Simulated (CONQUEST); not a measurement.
# CdS (Greenockite) (P6_3mc) in CONQUEST: further runs

Runs on CdS (Greenockite). Level: PBE. Tasks: equation of state.

All numbers are computed with CONQUEST 1.3; they aren't measurements. Logs are shortened: lines on timing, memory, paths and dates and some standing lists are left out, and cuts for length are marked.

### Step 1. Starting point

The structure is hexagonal, space group P6_3mc (No. 186). The conventional cell has a = 4.150 Å, b = 4.150 Å, c = 6.737 Å, α = 90.00°, β = 90.00°, γ = 120.00°. Cd (site symmetry 3m) has 4 S at 2.53 to 2.54 Å as nearest neighbours. Around S (site symmetry 3m) lie 4 Cd at 2.53 to 2.54 Å.

### Step 2. Equation of state, PBE, 23.61 Å³/atom (volume scaled by 0.94)

Input file Conquest_input:

```
IO.Title CdS
IO.Coordinates coords.dat
IO.FractionalAtomicCoords T
IO.Iprint 2
IO.Iprint_init 1
General.NumberOfSpecies 2
General.PseudopotentialType hamann
AtomMove.TypeOfRun static
AtomMove.FullStress T
Grid.PointsAlongX 40
Grid.PointsAlongY 64
Grid.PointsAlongZ 72
DM.SolutionMethod diagon
Diag.MPMesh T
Diag.GammaCentred T
Diag.MPMeshX 7
Diag.MPMeshY 4
Diag.MPMeshZ 4
Diag.kT 0.00183747
minE.SCTolerance 1e-6
SC.MaxIters 100
IO.AtomChargeOutput T
%block ChemicalSpeciesLabel
1 112.410 Cd
2 32.070 S
%endblock
```

Input file coords.dat:

```
    7.6822702630     0.0000000000     0.0000000000
    0.0000000000    12.4711939185     0.0000000000
    0.0000000000     0.0000000000    13.3060824121
8
  0.0000000000   0.5000000000   0.3333333330 1 T T T
  0.5000000000   0.5000000000   0.8333333330 1 T T T
  0.0000000000   0.0000000000   0.6666666670 1 T T T
  0.5000000000   0.0000000000   0.1666666670 1 T T T
  0.0000000000   0.8750000000   0.3333333330 2 T T T
  0.5000000000   0.8750000000   0.8333333330 2 T T T
  0.0000000000   0.3750000000   0.6666666670 2 T T T
  0.5000000000   0.3750000000   0.1666666670 2 T T T
```

Potentials or basis: PseudoDojo NC PBE, SZ, grid of 40 × 64 × 72 points.

Launch:

```bash
Conquest
```

Output:

```text
Simulation cell dimensions:     7.6823 a0 x    12.4712 a0 x    13.3061 a0

      Atomic coordinates (a0)
         Atom         X         Y         Z  Species
            1    0.0000    6.2356    4.4354        1
            2    3.8411    6.2356   11.0884        1
            3    0.0000    0.0000    8.8707        1
            4    3.8411    0.0000    2.2177        1
            5    0.0000   10.9123    4.4354        2
            6    3.8411   10.9123   11.0884        2
            7    0.0000    4.6767    8.8707        2
            8    3.8411    4.6767    2.2177        2

         Monkhorst-Pack mesh:   7 x   4 x   4 gamma-centred
        This calculation includes non-local pseudopotentials,
         with a maximum core radius of      6.68472097

    Job title: CdS
    Job to be run: static calculation

[... 5 lines left out ...]
      Using Fermi-Dirac smearing

    Integration grid size:     40 x   64 x   72

    Integration grid spacing:  0.192 a0 x 0.195 a0 x 0.185 a0

    Number of species:  2
    --------------------------------------------------------
    |   #  mass (au)  Charge (e)  SF Rad (a0)  NSF  Label  |
    --------------------------------------------------------
    |   1    112.410      20.000        7.015   10  Cd     |
    |   2     32.070       6.000        6.430    4  S      |
    --------------------------------------------------------
          SCF tolerance:                 0.00000100
          SCF iterations:               100

    The functional used will be GGA PBE96

           radial cut-off to be used is taken to be max PAO cut-off radius for this species:    6.684721

           greatest ang. mom. for making density from PAOs:  2

           radial cut-off to be used is taken to be max PAO cut-off radius for this species:    6.083497

           greatest ang. mom. for making density from PAOs:  1
    Minimum blocs/proc is     2880. Maximum blocs/proc is     2880
    set_atom_dens: In set_atomic_density, electrons :     104.000000000000
 matrix_size & matrix_size_padH =           56          56

    Screened ion int: energy:    -614.178919405968 Ha

    new_SC_potl: Starting.  Tolerance:  0.10000E-05

    PulayMixSC: Starting Pulay mixing, A_up =  0.500 A_dn =  0.500
    PulayMixSC: Spin non-polarised calculation.
          Harris-Foulkes Energy            :      -745.392324418735598 Ha
          (TS=0 as O(N) or entropic contribution is negligible)
          DFT Total Energy                 :      -745.058657725035800 Ha
          Total number of electrons        :       103.999999999998664
    PulayMixSC: Pulay iteration     1 residual:              0.21262E-02
          Harris-Foulkes Energy            :      -745.177436356148860 Ha
          (TS=0 as O(N) or entropic contribution is negligible)
          DFT Total Energy                 :      -745.150373902769616 Ha
          Total number of electrons        :       104.000030060820521
    PulayMixSC: Pulay iteration     2 residual:              0.64226E-03
          Harris-Foulkes Energy            :      -745.158283235621184 Ha
          GroundState Energy (E-(1/2)TS)   :      -745.158283375956103 Ha
          Free Energy (E-TS)               :      -745.158283516290908 Ha
          DFT Total Energy                 :      -745.158209225631026 Ha
          Total number of electrons        :       104.000051666460550
    PulayMixSC: Pulay iteration     3 residual:              0.61852E-04
          Harris-Foulkes Energy            :      -745.158212834173810 Ha
          GroundState Energy (E-(1/2)TS)   :      -745.158212979156360 Ha
          Free Energy (E-TS)               :      -745.158213124138911 Ha
          DFT Total Energy                 :      -745.158211200969390 Ha
          Total number of electrons        :       104.000059105846717
    PulayMixSC: Pulay iteration     4 residual:              0.43642E-05
          Harris-Foulkes Energy            :      -745.158211636926353 Ha
          GroundState Energy (E-(1/2)TS)   :      -745.158211778880627 Ha
          Free Energy (E-TS)               :      -745.158211920834901 Ha
          DFT Total Energy                 :      -745.158211636060173 Ha
          Total number of electrons        :       104.000059087913783
    PulayMixSC: Pulay iteration     5 residual:              0.28084E-06
    PulayMixSC: Reached SCF tolerance of  0.28084E-06 after      5 iterations
      | Number of electrons      =       104.000059
      |* band energy as 2Tr[K.H] =      -119.761328533697451 Ha
      |  screened ion-ion energy =      -614.178919405967690 Ha
      |  Ha correction           =         1.706572479592721 Ha
      |  XC correction           =       -12.924511035581981 Ha
      | GS Energy as E-(1/2)TS   =      -745.158211778880627 Ha
      | Free Energy as E-TS      =      -745.158211920834901 Ha
      |* Harris-Foulkes energy   =      -745.158211636926353 Ha
      |* DFT total energy        =      -745.158211636060173 Ha
      |  estimated accuracy      =        -0.000000000866180 Ha

    force: Forces on atoms (Ha/a0)
    force:  Atom   X              Y              Z
    force:     1  -0.0000000000  -0.0028960767   0.0000353195
    force:     2  -0.0000000000  -0.0028960767   0.0000353195
    force:     3  -0.0000000000  -0.0028960767  -0.0000353196
    force:     4  -0.0000000000  -0.0028960767  -0.0000353196
    force:     5  -0.0000000000   0.0029670864  -0.0000336045
    force:     6  -0.0000000000   0.0029670864  -0.0000336045
    force:     7   0.0000000000   0.0029670864   0.0000336045
    force:     8   0.0000000000   0.0029670864   0.0000336045

    force: Maximum force :        0.00296709(Ha/a0) on atom         6 in y direction
    force: Force Residual:        0.00293200 Ha/a0
    force: Total stress:        -15.23114543     0.00000000     0.00000000 GPa
                             0.00000000   -15.91581888    -0.00000000
                             0.00000000    -0.00000000   -15.23045272
    force: Average pressure:     15.45913901 GPa

    force: Finished force
    get_E_and_F: Change in energy during last step of electronic optimisation:  0.11972E-05

    BIBLIOGRAPHY: Please consider citing the following references in the conquest.bib file

    CONQUEST:         Bowler2002pt, Miyazaki2004, Nakata2020
    Basis:            Bowler2019
    DM:               Bowler:2006xr
    Pseudopotentials: Hamann2013, Bowler2019
    XC functional:    Perdew1996
```

Run time: 14 s. Hardware: 1 thread of Intel Xeon 6975P-C (Granite Rapids), shared host; peak memory 0.46 GiB.

Results:

```yaml
Free_energy: -20276.7879 eV
Pressure: 15.5 GPa
Largest_force: 0.153 eV/Å
Band_gap_on_the_k_mesh: 0.81 eV
Mulliken_charges: Cd +1.00; S -1.00 e
```

Caveat: the atomic basis is small; Mulliken charges move with the basis; an odd mesh through Γ misses points on the zone boundary, where band edges often lie; the basis of atomic orbitals isn't converged, which shifts pressures, moduli and gaps.

### Step 3. Equation of state, PBE, 24.12 Å³/atom (volume scaled by 0.96)

Conquest_input is that of step 2.

Edit coords.dat of step 2 so:

```diff
@@ -1,4 +1,4 @@
-    7.6822702630     0.0000000000     0.0000000000
-    0.0000000000    12.4711939185     0.0000000000
-    0.0000000000     0.0000000000    13.3060824121
+    7.7363725403     0.0000000000     0.0000000000
+    0.0000000000    12.5590221215     0.0000000000
+    0.0000000000     0.0000000000    13.3997903054
 8
```

Potentials or basis: PseudoDojo NC PBE, SZ, grid of 40 × 64 × 72 points.

Launch:

```bash
Conquest
```

It took 14 s on 1 thread of Intel Xeon 6975P-C (Granite Rapids), shared host; peak memory 0.46 GiB.

The run converged. Its results:

| Item | Value |
| --- | --- |
| Free energy | -20277.1478 eV |
| Pressure | 13.2 GPa |
| Largest force | 0.137 eV/Å |
| Band gap on the k mesh | 0.72 eV |
| Mulliken charges | Cd +0.99; S -0.99 e |

Caveat: the atomic basis is small; Mulliken charges move with the basis; an odd mesh through Γ misses points on the zone boundary, where band edges often lie; the basis of atomic orbitals isn't converged, which shifts pressures, moduli and gaps.

### Step 4. Equation of state, PBE, 24.62 Å³/atom (volume scaled by 0.98)

Conquest_input is that of step 3.

Edit coords.dat of step 3 so:

```diff
@@ -1,4 +1,4 @@
-    7.7363725403     0.0000000000     0.0000000000
-    0.0000000000    12.5590221215     0.0000000000
-    0.0000000000     0.0000000000    13.3997903054
+    7.7897285198     0.0000000000     0.0000000000
+    0.0000000000    12.6456388042     0.0000000000
+    0.0000000000     0.0000000000    13.4922055725
 8
```

Launch:

```bash
Conquest
```

It took 12 s on 1 thread of Intel Xeon 6975P-C (Granite Rapids), shared host; peak memory 0.43 GiB.

The run converged. Its results:

```
Free energy            : -20277.4551 eV
Pressure               : 11.3 GPa
Largest force          : 0.133 eV/Å
Band gap on the k mesh : 0.63 eV
Mulliken charges       : Cd +0.98; S -0.98 e
```

Caveat: the atomic basis is small; Mulliken charges move with the basis; an odd mesh through Γ misses points on the zone boundary, where band edges often lie; the basis of atomic orbitals isn't converged, which shifts pressures, moduli and gaps.

### Step 5. Equation of state, PBE, 25.12 Å³/atom

Conquest_input is that of step 4.

Edit coords.dat of step 4 so:

```diff
@@ -1,4 +1,4 @@
-    7.7897285198     0.0000000000     0.0000000000
-    0.0000000000    12.6456388042     0.0000000000
-    0.0000000000     0.0000000000    13.4922055725
+    7.8423634172     0.0000000000     0.0000000000
+    0.0000000000    12.7310849016     0.0000000000
+    0.0000000000     0.0000000000    13.5833718892
 8
```

Launch:

```bash
Conquest
```

It took 14 s on 1 thread of Intel Xeon 6975P-C (Granite Rapids), shared host; peak memory 0.42 GiB.

It converged, with:

```yaml
Free_energy: -20277.7154 eV
Pressure: 9.5 GPa
Largest_force: 0.128 eV/Å
Band_gap_on_the_k_mesh: 0.54 eV
Mulliken_charges: Cd +0.97; S -0.97 e
```

Caveat: the atomic basis is small; Mulliken charges move with the basis; an odd mesh through Γ misses points on the zone boundary, where band edges often lie; the basis of atomic orbitals isn't converged, which shifts pressures, moduli and gaps.

### Step 6. Equation of state, PBE, 25.62 Å³/atom (volume scaled by 1.02)

Conquest_input is that of step 5.

Edit coords.dat of step 5 so:

```diff
@@ -1,4 +1,4 @@
-    7.8423634172     0.0000000000     0.0000000000
-    0.0000000000    12.7310849016     0.0000000000
-    0.0000000000     0.0000000000    13.5833718892
+    7.8943011124     0.0000000000     0.0000000000
+    0.0000000000    12.8153991793     0.0000000000
+    0.0000000000     0.0000000000    13.6733306161
 8
```

Potentials or basis: PseudoDojo NC PBE, SZ, grid of 40 × 64 × 72 points.

Launch:

```bash
Conquest
```

Run time: 14 s. Hardware: 1 thread of Intel Xeon 6975P-C (Granite Rapids), shared host; peak memory 0.43 GiB.

Results (log left out):

| Item | Value |
| --- | --- |
| Free energy | -20277.9333 eV |
| Pressure | 7.9 GPa |
| Largest force | 0.126 eV/Å |
| Band gap on the k mesh | 0.45 eV |
| Mulliken charges | Cd +0.96; S -0.96 e |

Caveat: the atomic basis is small; Mulliken charges move with the basis; an odd mesh through Γ misses points on the zone boundary, where band edges often lie; the basis of atomic orbitals isn't converged, which shifts pressures, moduli and gaps.

### Step 7. Equation of state, PBE, 26.13 Å³/atom (volume scaled by 1.04)

Conquest_input is that of step 6.

Edit coords.dat of step 6 so:

```diff
@@ -1,4 +1,4 @@
-    7.8943011124     0.0000000000     0.0000000000
-    0.0000000000    12.8153991793     0.0000000000
-    0.0000000000     0.0000000000    13.6733306161
+    7.9455642444     0.0000000000     0.0000000000
+    0.0000000000    12.8986183888     0.0000000000
+    0.0000000000     0.0000000000    13.7621209652
 8
```

Launch:

```bash
Conquest
```

It took 17 s on 1 thread of Intel Xeon 6975P-C (Granite Rapids), shared host; peak memory 0.42 GiB.

The run converged. Its results:

- Free energy: -20278.1134 eV
- Pressure: 6.5 GPa
- Largest force: 0.118 eV/Å
- Band gap on the k mesh: 0.37 eV
- Mulliken charges: Cd +0.95; S -0.95 e

Caveat: the atomic basis is small; Mulliken charges move with the basis; an odd mesh through Γ misses points on the zone boundary, where band edges often lie; the basis of atomic orbitals isn't converged, which shifts pressures, moduli and gaps.

### Step 8. Equation of state, PBE, 26.63 Å³/atom (volume scaled by 1.06)

Conquest_input is that of step 7.

Edit coords.dat of step 7 so:

```diff
@@ -1,4 +1,4 @@
-    7.9455642444     0.0000000000     0.0000000000
-    0.0000000000    12.8986183888     0.0000000000
-    0.0000000000     0.0000000000    13.7621209652
+    7.9961742984     0.0000000000     0.0000000000
+    0.0000000000    12.9807774091     0.0000000000
+    0.0000000000     0.0000000000    13.8497801500
 8
```

Launch:

```bash
Conquest
```

Run time: 12 s. Hardware: 1 thread of Intel Xeon 6975P-C (Granite Rapids), shared host; peak memory 0.39 GiB.

The run converged. Its results:

```yaml
Free_energy: -20278.2588 eV
Pressure: 5.1 GPa
Largest_force: 0.102 eV/Å
Band_gap_on_the_k_mesh: 0.29 eV
Mulliken_charges: Cd +0.94; S -0.94 e
```

Caveat: the atomic basis is small; Mulliken charges move with the basis; an odd mesh through Γ misses points on the zone boundary, where band edges often lie; the basis of atomic orbitals isn't converged, which shifts pressures, moduli and gaps.

### Step 9. For comparison

An earlier run on the cell as given: functional PBE; potentials or basis PseudoDojo NC PBE, DZP, grid cutoff 120 Ha; k mesh 7 × 4 × 4; occupations fermi-dirac, width 0.05 eV; no spin polarisation.

* Pressure: 3.0 GPa
* Largest force: 0.075 eV/Å
* Band gap on the k mesh: 1.36 eV
* Mulliken charges: Cd +0.57; S -0.57 e
